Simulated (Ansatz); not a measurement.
# ScAl: pressure against volume

ScAl, Pm-3m, a = 3.344 Å. The structure is a Materials Project entry; whether it is the stable form wasn't checked. Ansatz: PBEsol, PAW, 420 eV, Γ-centred 12×12×12 mesh on 2 atoms, Gaussian smearing 0.10 eV; no spin polarisation. Symmetry fixes shape and atoms, so the cell is only scaled; pressure is positive in compression.

```tsv
V (Å³/atom)	P (GPa)
17.581	5.74
18.143	2.66
18.704	-0.01
19.265	?
19.826	-4.20
```

Problem. Take V0 = 18.704 Å³/atom, count pressures from its P0 = -0.01 GPa, fit the third-order Birch–Murnaghan form to the other rows, and predict the missing pressure.

Solution. With the Eulerian strain f = ½[(V0/V)^(2/3) − 1] and y = (P − P0)/[3f(1 + 2f)^(5/2)], the form is the line y = B0 + 1.5 B0 (B0′ − 4) f. Rows (f, y): 0.02107, 82.0; 0.01025, 82.5; -0.01905, 80.8. Means f = 0.004090, y = 81.767; Σ(Δf)² = 0.0008617, ΣΔfΔy = 0.03085; the slope is their ratio. y = 81.62 + 35.80 f GPa, so B0 = 81.6 GPa and B0′ = 4 + 2 × (35.80)/(3 × 81.62) = 4.29. At V = 19.265, f = -0.00975, y = 81.27 and P = -2.27 GPa. The run gave -2.26 GPa, so the fit is 0.01 GPa too low, within the rms miss on the fitted rows (0.02 GPa).